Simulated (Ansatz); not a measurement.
# Si on Cu(100): change of the work function

Wanted: Δφ(θ) for Si/Cu(100), starting from the hollow site.

Method: plane-wave DFT, PBE, Ansatz PAW, in Ansatz 0.2.0.

Most raw output is cut from this account.

### Step 1. The structure

The cell holds 4 atoms: 4 Cu. Its edges and angles: a = 2.553 Å, b = 2.553 Å, c = 23.415 Å, α = 90.0°, β = 90.0°, γ = 90.0°. Vacuum lies along c.

### Step 2. The clean slab

The bare slab comes first, as the zero from which every change is counted. The two lowest layers are held at bulk places and the upper ones relax. The dipole correction removes the false field that a one-sided slab makes across the periodic vacuum, so each face gets a flat vacuum level of its own.

The input, input.yaml:

```yaml
crystal:
  lattice:
    - [2.5526554801, 0.0, 0.0]
    - [0.0, 2.5526554801, 0.0]
    - [0.0, 0.0, 23.415]
  atoms:
    - { symbol: Cu, position: [0.5, 0.5, 0.3843689942] }
    - { symbol: Cu, position: [0.0, 0.0, 0.4614563314] }
    - { symbol: Cu, position: [0.5, 0.5, 0.5385436686] }
    - { symbol: Cu, position: [0.0, 0.0, 0.6156310058] }
kpoints:
  mp_grid: { grid: [12, 12, 1] }
hamiltonian:
  xc: pbe
scf:
  occupations: { method: fermi_dirac, width: 0.1 }
  convergence: { dr2_threshold: 1.0e-08 }
efield:
  axis: 3
  dipole_correction: true
  ramp_position: 0.97
  ramp_width: 0.06
relax:
  f_tol: 0.02
  max_steps: 60
  constraints: [{ sites: [0, 1] }]
output:
  write_potential: true
  write_density: true
  volumetric_format: npy
```

On the command line:

```bash
$ ansatz run input.yaml --threads 4 --pin off --max-ram 16384MiB --backend cpu --events-out ev --progress --plain --runs-dir out
```

Elapsed: 31 s, on 4 threads of Intel Xeon Platinum 8259CL at 2.50GHz (Skylake/Cascade Lake), shared host; peak memory 0.59 GiB; 95 s of CPU time.

The steps of the relaxation:

| step | energy less that of the first step (eV) | largest force component (eV/Å) |
| --- | --- | --- |
| 1 | 0.0000 | 0.2181 |
| 2 | -0.0019 | 0.1395 |
| 3 | -0.0033 | 0.0021 |

Forces are held to the 8 operations that the run works with; a distortion that breaks them can't arise in this run.

The atoms that moved most (Å):

| atom | dx | dy | dz | length |
| --- | --- | --- | --- | --- |
| Cu3 | 0.000 | 0.000 | 0.031 | 0.031 |

The relaxed structure:

```xyz
4
Lattice="2.5527 0.0000 0.0000 0.0000 2.5527 0.0000 0.0000 0.0000 23.4150" Properties=species:S:1:pos:R:3
Cu    1.2763    1.2763    9.0000
Cu    0.0000    0.0000   10.8050
Cu    1.2763    1.2763   12.6413
Cu    0.0000    0.0000   14.4180
```

This step gave:

```yaml
energy_at_zero_smearing: -26499.4726 eV
work_function_upper_face: 4.571 eV
dipole_along_the_normal: 4.05e-4 e·Å
```

Running mean over 1.805 Å of the planar mean; the ramp of the sawtooth is left out. Electron's electrostatic potential energy less the Fermi level against z:

z (Å), electron's electrostatic potential energy less the Fermi level (eV) and a bar from the least value:
```
      3.0       4.58 ##############################
      3.5       4.58 ##############################
      4.0       4.58 ##############################
      4.5       4.58 ##############################
      5.0       4.58 ##############################
      5.5       4.57 ##############################
      6.0       4.54 ##############################
      6.5       4.45 ##############################
      7.0       4.10 #############################
      7.5       2.70 ##########################
      8.0      -1.44 #################
      8.5      -6.20 ######
      9.0      -8.30 ##
      9.5      -8.63 #
     10.0      -8.72 #
     10.5      -8.78 
     11.0      -8.72 #
     11.5      -8.54 #
     12.0      -8.55 #
     12.5      -8.77 
     13.0      -8.94 
     13.5      -9.00 
     14.0      -8.80 
     14.5      -8.20 ##
     15.0      -5.53 ########
     15.5      -0.62 ###################
     16.0       3.08 ###########################
     16.5       4.18 #############################
     17.0       4.46 ##############################
     17.5       4.54 ##############################
     18.0       4.56 ##############################
     18.5       4.57 ##############################
     19.0       4.57 ##############################
     19.5       4.57 ##############################
     20.0       4.57 ##############################
```

The relaxation took 3 steps and lowered the energy by 0.0033 eV; the largest force on the free atoms ends at 0.0021 eV/Å.

The work function of the upper face is 4.57 eV.

### Step 3. Adsorbate added, k-mesh 4×4×1, coverage 0.111 ML

System of this step: Si/Cu(100). The cell holds 37 atoms: 36 Cu and 1 Si. Cell: a = 7.658 Å, b = 7.658 Å, c = 25.152 Å, α = 90.0°, β = 90.0°, γ = 90.0°. Vacuum lies along c.

The clean slab as it ended is repeated in the plane and the adsorbate is set on one face; the cell's size fixes the coverage, and the k-mesh shrinks with it to keep the sampling density about even. Adsorbate and upper layers relax, since the dipole depends on the height.

The input, input.yaml:

```yaml
crystal:
  lattice:
    - [7.6579664403, 0.0, 0.0]
    - [0.0, 7.6579664403, 0.0]
    - [0.0, 0.0, 25.1518907564]
  atoms:
    - { symbol: Cu, position: [0.1666666667, 0.1666666667, 0.3578259816] }
    - { symbol: Cu, position: [0.0, 0.0, 0.4295899702] }
    - { symbol: Cu, position: [0.1666666667, 0.1666666667, 0.5025995848] }
    - { symbol: Cu, position: [0.0, 0.0, 0.5732360044] }
    - { symbol: Cu, position: [0.1666666667, 0.5, 0.3578259816] }
    - { symbol: Cu, position: [0.0, 0.3333333333, 0.4295899702] }
    - { symbol: Cu, position: [0.1666666667, 0.5, 0.5025995848] }
    - { symbol: Cu, position: [0.0, 0.3333333333, 0.5732360044] }
[... 25 atom lines left out ...]
    - { symbol: Cu, position: [0.6666666667, 0.6666666667, 0.4295899702] }
    - { symbol: Cu, position: [0.8333333333, 0.8333333333, 0.5025995848] }
    - { symbol: Cu, position: [0.6666666667, 0.6666666667, 0.5732360044] }
    - { symbol: Si, position: [0.1666666667, 0.1666666667, 0.6421740184] }
kpoints:
  mp_grid: { grid: [4, 4, 1] }
hamiltonian:
  xc: pbe
scf:
  occupations: { method: fermi_dirac, width: 0.1 }
  convergence: { dr2_threshold: 1.0e-08 }
efield:
  axis: 3
  dipole_correction: true
  ramp_position: 0.97
  ramp_width: 0.06
relax:
  f_tol: 0.02
  max_steps: 60
  constraints:
    - { sites: [0, 1, 4, 5, 8, 9, 12, 13, 16, 17, 20, 21, 24, 25, 28, 29, 32, 33] }
output:
  write_potential: true
  write_density: true
  volumetric_format: npy
```

It took 16 min on 4 threads; peak memory 11 GiB.

Step by step:

| step | energy less that of the first step (eV) | largest force component (eV/Å) |
| --- | --- | --- |
| 1 | 0.0000 | 1.6398 |
| 2 | -0.1947 | 1.0159 |
| 3 | -0.3151 | 0.1108 |
| 4 | -0.3219 | 0.0525 |
| 5 | -0.3226 | 0.0063 |

Forces are held to the 8 operations that the run works with; a distortion that breaks them can't arise in this run.

The atoms that moved most (Å):

| atom | dx | dy | dz | length |
| --- | --- | --- | --- | --- |
| Si37 | 0.000 | 0.000 | -0.331 | 0.331 |
| Cu4 | -0.046 | -0.046 | 0.051 | 0.083 |
| Cu16 | 0.046 | -0.046 | 0.051 | 0.083 |
| Cu8 | -0.046 | 0.046 | 0.051 | 0.083 |
| Cu20 | 0.046 | 0.046 | 0.051 | 0.083 |
| Cu36 | 0.000 | 0.000 | -0.013 | 0.013 |
| Cu27 | 0.011 | 0.000 | 0.004 | 0.012 |
| Cu11 | 0.000 | 0.011 | 0.004 | 0.012 |

The relaxed structure:

```xyz
37
Lattice="7.6580 0.0000 0.0000 0.0000 7.6580 0.0000 0.0000 0.0000 25.1519" Properties=species:S:1:pos:R:3
Cu    1.2763    1.2763    9.0000
Cu    0.0000    0.0000   10.8050
Cu    1.2763    1.2763   12.6359
Cu   -0.0462   -0.0462   14.4691
Cu    1.2763    3.8290    9.0000
Cu    0.0000    2.5527   10.8050
Cu    1.2763    3.8179   12.6455
Cu   -0.0462    2.5989   14.4691
Cu    1.2763    6.3816    9.0000
Cu    0.0000    5.1053   10.8050
Cu    1.2763    6.3928   12.6455
Cu   -0.0031    5.1053   14.4083
Cu    3.8290    1.2763    9.0000
Cu    2.5527    0.0000   10.8050
Cu    3.8179    1.2763   12.6455
Cu    2.5989   -0.0462   14.4691
Cu    3.8290    3.8290    9.0000
Cu    2.5527    2.5527   10.8050
Cu    3.8303    3.8303   12.6318
Cu    2.5989    2.5989   14.4691
Cu    3.8290    6.3816    9.0000
Cu    2.5527    5.1053   10.8050
Cu    3.8303    6.3803   12.6318
Cu    2.5557    5.1053   14.4083
Cu    6.3816    1.2763    9.0000
Cu    5.1053    0.0000   10.8050
Cu    6.3928    1.2763   12.6455
Cu    5.1053   -0.0031   14.4083
Cu    6.3816    3.8290    9.0000
Cu    5.1053    2.5527   10.8050
Cu    6.3803    3.8303   12.6318
Cu    5.1053    2.5557   14.4083
Cu    6.3816    6.3816    9.0000
Cu    5.1053    5.1053   10.8050
Cu    6.3803    6.3803   12.6318
Cu    5.1053    5.1053   14.4045
Si    1.2763    1.2763   15.8213
```

Numbers from this step:

* energy at zero smearing: -239131.0768 eV
* work function, upper face: 4.735 eV
* work function, lower face: 4.521 eV
* dipole along the normal: -0.06966 e·Å
* step between the vacuum levels: 0.2149 eV

Running mean over 1.805 Å of the planar mean; the ramp of the sawtooth is left out. Electron's electrostatic potential energy less the Fermi level against z:

| z (Å) | electron's electrostatic potential energy less the Fermi level (eV) |
| --- | --- |
| 3.5 | 4.52 |
| 4.0 | 4.52 |
| 4.5 | 4.52 |
| 5.0 | 4.52 |
| 5.5 | 4.51 |
| 6.0 | 4.48 |
| 6.5 | 4.39 |
| 7.0 | 4.05 |
| 7.5 | 2.65 |
| 8.0 | -1.47 |
| 8.5 | -6.21 |
| 9.0 | -8.31 |
| 9.5 | -8.64 |
| 10.0 | -8.73 |
| 10.5 | -8.79 |
| 11.0 | -8.74 |
| 11.5 | -8.56 |
| 12.0 | -8.57 |
| 12.5 | -8.75 |
| 13.0 | -8.83 |
| 13.5 | -8.84 |
| 14.0 | -8.78 |
| 14.5 | -8.55 |
| 15.0 | -6.53 |
| 15.5 | -2.09 |
| 16.0 | 1.64 |
| 16.5 | 3.16 |
| 17.0 | 4.05 |
| 17.5 | 4.53 |
| 18.0 | 4.68 |
| 18.5 | 4.72 |
| 19.0 | 4.73 |
| 19.5 | 4.73 |
| 20.0 | 4.74 |
| 20.5 | 4.74 |
| 21.0 | 4.74 |
| 21.5 | 4.74 |
| 22.0 | 4.74 |

The relaxation took 5 steps and lowered the energy by 0.32 eV; the largest force on the free atoms ends at 0.0063 eV/Å.

The covered face has 4.74 eV, +0.16 eV against the clean one; the bare back face has moved by -0.06 eV, a measure of how thin the slab is.

### Step 4. The covered slab, k-mesh 6×6×1, coverage 0.25 ML

System of this step: Si/Cu(100). The cell holds 17 atoms: 16 Cu and 1 Si. Cell: a = 5.105 Å, b = 5.105 Å, c = 25.152 Å, α = 90.0°, β = 90.0°, γ = 90.0°. Vacuum lies along c.

Another coverage, to see how the dipoles act on each other as their distance changes.

The input, input.yaml:

```yaml
crystal:
  lattice:
    - [5.1053109602, 0.0, 0.0]
    - [0.0, 5.1053109602, 0.0]
    - [0.0, 0.0, 25.1518907564]
  atoms:
    - { symbol: Cu, position: [0.25, 0.25, 0.3578259816] }
    - { symbol: Cu, position: [0.0, 0.0, 0.4295899702] }
    - { symbol: Cu, position: [0.25, 0.25, 0.5025995848] }
    - { symbol: Cu, position: [0.0, 0.0, 0.5732360044] }
    - { symbol: Cu, position: [0.25, 0.75, 0.3578259816] }
    - { symbol: Cu, position: [0.0, 0.5, 0.4295899702] }
    - { symbol: Cu, position: [0.25, 0.75, 0.5025995848] }
    - { symbol: Cu, position: [0.0, 0.5, 0.5732360044] }
    - { symbol: Cu, position: [0.75, 0.25, 0.3578259816] }
    - { symbol: Cu, position: [0.5, 0.0, 0.4295899702] }
    - { symbol: Cu, position: [0.75, 0.25, 0.5025995848] }
    - { symbol: Cu, position: [0.5, 0.0, 0.5732360044] }
    - { symbol: Cu, position: [0.75, 0.75, 0.3578259816] }
    - { symbol: Cu, position: [0.5, 0.5, 0.4295899702] }
    - { symbol: Cu, position: [0.75, 0.75, 0.5025995848] }
    - { symbol: Cu, position: [0.5, 0.5, 0.5732360044] }
    - { symbol: Si, position: [0.25, 0.25, 0.6421740184] }
kpoints:
  mp_grid: { grid: [6, 6, 1] }
hamiltonian:
  xc: pbe
scf:
  occupations: { method: fermi_dirac, width: 0.1 }
  convergence: { dr2_threshold: 1.0e-08 }
efield:
  axis: 3
  dipole_correction: true
  ramp_position: 0.97
  ramp_width: 0.06
relax:
  f_tol: 0.02
  max_steps: 60
  constraints: [{ sites: [0, 1, 4, 5, 8, 9, 12, 13] }]
output:
  dos: { projected: true, e_range: [-8, 4] }
  write_potential: true
  write_density: true
  volumetric_format: npy
  elf: true
```

Wall time 4.1 min (4 threads); peak memory 3.2 GiB.

The steps of the relaxation:

| step | energy less that of the first step (eV) | largest force component (eV/Å) |
| --- | --- | --- |
| 1 | 0.0000 | 1.6153 |
| 2 | -0.1883 | 1.0334 |
| 3 | -0.3052 | 0.1669 |
| 4 | -0.3108 | 0.0463 |
| 5 | -0.3110 | 0.0109 |

The run keeps the 8 symmetry operations that it works with, so distortions that break them were not tested.

The atoms that moved most (Å):

| atom | dx | dy | dz | length |
| --- | --- | --- | --- | --- |
| Si17 | 0.000 | 0.000 | -0.319 | 0.319 |
| Cu4 | -0.035 | -0.035 | 0.042 | 0.065 |
| Cu12 | 0.035 | -0.035 | 0.042 | 0.065 |
| Cu8 | -0.035 | 0.035 | 0.042 | 0.065 |
| Cu16 | 0.035 | 0.035 | 0.042 | 0.065 |
| Cu15 | 0.000 | 0.000 | -0.017 | 0.017 |
| Cu3 | 0.000 | 0.000 | -0.009 | 0.009 |

The relaxed structure:

```cif
data_structure
_symmetry_space_group_name_H-M 'P 1'
_symmetry_Int_Tables_number 1
_cell_length_a 5.1053
_cell_length_b 5.1053
_cell_length_c 25.1519
_cell_angle_alpha 90.000
_cell_angle_beta 90.000
_cell_angle_gamma 90.000
_cell_volume 655.56
loop_
_atom_site_label
_atom_site_type_symbol
_atom_site_fract_x
_atom_site_fract_y
_atom_site_fract_z
_atom_site_occupancy
Cu1 Cu 0.25000 0.25000 0.35783 1
Cu2 Cu 0.00000 0.00000 0.42959 1
Cu3 Cu 0.25000 0.25000 0.50224 1
Cu4 Cu 0.99309 0.99309 0.57489 1
Cu5 Cu 0.25000 0.75000 0.35783 1
Cu6 Cu 0.00000 0.50000 0.42959 1
Cu7 Cu 0.25000 0.75000 0.50270 1
Cu8 Cu 0.99309 0.50691 0.57489 1
Cu9 Cu 0.75000 0.25000 0.35783 1
Cu10 Cu 0.50000 0.00000 0.42959 1
Cu11 Cu 0.75000 0.25000 0.50270 1
Cu12 Cu 0.50691 0.99309 0.57489 1
Cu13 Cu 0.75000 0.75000 0.35783 1
Cu14 Cu 0.50000 0.50000 0.42959 1
Cu15 Cu 0.75000 0.75000 0.50193 1
Cu16 Cu 0.50691 0.50691 0.57489 1
Si17 Si 0.25000 0.25000 0.62949 1
```

This step gave:

```
energy at zero smearing        : -106633.6753 eV
work function, upper face      : 4.826 eV
work function, lower face      : 4.491 eV
dipole along the normal        : -0.04820 e·Å
step between the vacuum levels : 0.3347 eV
```

The density of states has structure finer than the step of the table below, so its rows give means over 0.5 eV, whole bins alone (the curve runs from -8 to 1.98 eV). Peaks (eV: height): -2.92: 70.5, -2.65: 85.0, -2.47: 80.3, -2.29: 76.5, -2.23: 82.6, -1.74: 77.8, -1.50: 85.2.

Density of states against energy, zero at the Fermi level; means over each step:

| energy (eV) | density of states (states/eV a cell) |
| --- | --- |
| -7.5 | 1.73 |
| -7.0 | 1.15 |
| -6.5 | 3.12 |
| -6.0 | 3.11 |
| -5.5 | 4.51 |
| -5.0 | 7.77 |
| -4.5 | 18.2 |
| -4.0 | 33.4 |
| -3.5 | 37.0 |
| -3.0 | 55.9 |
| -2.5 | 61.3 |
| -2.0 | 64.0 |
| -1.5 | 44.7 |
| -1.0 | 8.12 |
| -0.5 | 6.62 |
| 0.0 | 5.77 |
| 0.5 | 6.85 |
| 1.0 | 4.22 |
| 1.5 | 6.77 |

Projected DOS per atom over height of the atomic layer and energy from the Fermi level. Layers: Cu4 Cu4 Cu4 Cu4 Si from below.

Ten even steps from '_' (0.04 states/eV) to '@' (5.58 states/eV), each cell a mean:
```
________..
________..
________..
________::
________..
________..
________..
**----....
@@**##++__
%%++++%%__
++++**##__
--==++**..
::==--==__
..====--__
__::::..__
__________
__________
__________
__________
__________
__________
__________
```
Columns: height of the atomic layer (Å) from 9 to 15.8 (not evenly spaced); rows upwards: energy from the Fermi level (eV) from -7.96 to 1.95.

ELF in the ca plane at fractional y = 0.250, with atoms of Cu and Si within 0.2 Å of it. It is the smooth field of the valence electrons, not physical close to the nuclei.

Values, 8 rows by 16 columns, each cell a mean:
```
0.13 0.19 0.20 0.23 0.25 0.20 0.21 0.25 0.33 0.36 0.18 0.03 0.00 0.00 0.00 0.00
0.12 0.31 0.43 0.21 0.21 0.49 0.25 0.23 0.17 0.06 0.01 0.00 0.00 0.00 0.00 0.00
0.12 0.25 0.33 0.21 0.22 0.36 0.22 0.24 0.20 0.11 0.03 0.00 0.00 0.00 0.00 0.00
0.13 0.21 0.22 0.24 0.26 0.21 0.23 0.25 0.42 0.52 0.31 0.06 0.00 0.00 0.00 0.00
0.12 0.18 0.20 0.24 0.25 0.19 0.21 0.31 0.64 0.82 0.73 0.24 0.02 0.00 0.00 0.00
0.11 0.30 0.43 0.21 0.21 0.49 0.24 0.33 0.40 0.78 0.87 0.37 0.03 0.00 0.00 0.00
0.11 0.25 0.33 0.22 0.22 0.37 0.22 0.33 0.48 0.79 0.85 0.34 0.03 0.00 0.00 0.00
0.13 0.20 0.22 0.24 0.26 0.20 0.23 0.29 0.61 0.78 0.63 0.18 0.01 0.00 0.00 0.00
```
Columns run along c (16.0 Å, from fractional 0.28 to 0.92 of the cell), rows up along a (5.1 Å). Atoms in or near the plane, at fractional coordinates: Cu at (0.36, 0.25), Cu at (0.50, 0.25), Cu at (0.36, 0.75), Cu at (0.50, 0.75), Si at (0.63, 0.25).

Valence density in the ca plane at fractional y = 0.250, with atoms of Cu and Si within 0.2 Å of it. It is the smooth field of the valence electrons, not physical close to the nuclei.

Ten steps, logarithmic in the rise over the least value, from '0' (0 e/Å³) to '9' (42 e/Å³), each cell a mean:
```
00001111001000111100000000000000000000000000
00013442100001344210000000000000000000000000
00026984100002698410000000000000000000000000
00026995100002699510000000000000000000000000
00014763100001476310000000000000000000000000
00001221100001122100000000000000000000000000
00000110001100011000110000000000000000000000
00001111001000111100111111000000000000000000
00013442100001344210011111100000000000000000
00026984100002698410011100100000000000000000
00026995100002699510011000110000000000000000
00014763100001476310011111100000000000000000
00001221100001122100011111000000000000000000
00000110001100011000111100000000000000000000
```
Columns run along c (16.0 Å, from fractional 0.28 to 0.92 of the cell), rows up along a (5.1 Å). Atoms in or near the plane, at fractional coordinates: Cu at (0.36, 0.25), Cu at (0.50, 0.25), Cu at (0.36, 0.75), Cu at (0.50, 0.75), Si at (0.63, 0.25).

Electrostatic potential energy in the ca plane at fractional y = 0.250, with atoms of Cu and Si within 0.2 Å of it. With pseudopotentials it is smooth inside the atoms' cores, unlike the true potential.

Ten even steps from '0' (-52 eV) to '9' (7 eV), each cell a mean:
```
99998889999999888999999999999999999999999999
99985337899998533689999999999999999999999999
99972003899997200389999999999999999999999999
99961003899996100279999999999999999999999999
99973115899997411589999999999999999999999999
99997668999999766899999999999999999999999999
99999899999999989999999999999999999999999999
99998889999999888999998878899999999999999999
99985337899998533689997534789999999999999999
99972003899997200389986100489999999999999999
99961003899996100389985000389999999999999999
99973115899997311589987312589999999999999999
99997668999999766899998766899999999999999999
99999899999999989999999989999999999999999999
```
Columns run along c (16.0 Å, from fractional 0.28 to 0.92 of the cell; values clipped at the 3rd and 97th percentile), rows up along a (5.1 Å). Atoms in or near the plane, at fractional coordinates: Cu at (0.36, 0.25), Cu at (0.50, 0.25), Cu at (0.36, 0.75), Cu at (0.50, 0.75), Si at (0.63, 0.25).

The relaxation took 5 steps and lowered the energy by 0.31 eV; the largest force on the free atoms ends at 0.011 eV/Å.

By hand: a sheet of dipoles makes a step −p/(ε₀A) in the electron's potential. With e/ε₀ = 180.95 V·Å, p = -0.04820 e·Å and A = 26.06 Å², that is −180.95 × (-0.04820) / 26.06 = +0.335 eV, and the two vacuum levels of the run differ by +0.335 eV.

The covered face has 4.83 eV, +0.26 eV against the clean one; the bare back face has moved by -0.09 eV, a measure of how thin the slab is.

(Continued in part 2 of 2.)

[Logs are printed without paths, hosts, clocks, repeated set-up lines and the standing remarks that a program may print on its own settings, such as how far it seeks lower states.]

[Hosts, paths, dates, database ids (printed as entryN), source tags and the programs' standing remarks are cut or masked in the printed files.]

[Maps of the electrostatic potential energy from Ansatz leave out the sawtooth potential of an applied field or a dipole correction, so their vacuum need not be flat; planar profiles and work functions include it.]

[The density of states shown here was stored with 400 of the rows of the run's finer table, so its peaks can read low, often by over a quarter, or be missed, and its means over a window can be off by a tenth or more.]
